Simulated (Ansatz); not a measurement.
Runs of Ansatz 0.2.0 on CdS (Hawleyite). It takes space group F-43m (No. 216, cubic). The conventional cell has a = 5.833 Å, b = 5.833 Å, c = 5.833 Å, α = 90.00°, β = 90.00°, γ = 90.00°. Cd (site symmetry -43m) is surrounded by 4 S at 2.53 Å. S (site symmetry -43m) has 4 Cd at 2.53 Å as nearest neighbours. 

| task | level | potentials or basis | spin | cell | k mesh | cutoff (eV) | smearing | mesh quality | gap on the mesh (eV) | pressure (GPa) |
| --- | --- | --- | --- | --- | --- | --- | --- | --- | --- | --- |
| ladder of functionals | r2SCAN+D4 | Ansatz PAW earlier set | off | as given | 8 × 8 × 8 | 620 | fermi-dirac 0.01 eV | not flagged | 1.60 | (a) |
| electrostatic potential | HSE03 | Ansatz PAW | off | as given | 5 × 5 × 5 | 420 | methfessel-paxton 0.1 eV | not flagged | 1.97 | 1.9 |
| single point | PBEsol0 | Ansatz PAW | off | as given | 4 × 4 × 4 | 420 | fermi-dirac 0.05 eV | coarse | (b) | -0.5 |
| relaxation of the atoms | LDA | Ansatz PAW | non-collinear, ferromagnetic start, SOC | atoms relaxed from: atoms moved at random, drawn with an rms of 0.15 Å | 8 × 8 × 8 | 420 | fermi-dirac 0.05 eV | not flagged | 0.85 | -2.5 |

Fill in the values left out.

(a) 0.7; (b) 2.71.

Caveats: some runs use coarse meshes; the PAW data sets come from PBE, with cores solved anew for the run's functional, which leaves a small shift of forces and pressure; the thresholds are loose for stress (some runs); odd divisions of the mesh miss points on the zone boundary, where band edges often lie, so the gap on the mesh can be too wide (some runs); the starting moments weren't kept (some runs).

A k mesh can miss the band edges, and rows without SOC leave out spin-orbit coupling on Cd.

Runs at the PBE level aren't shown here.
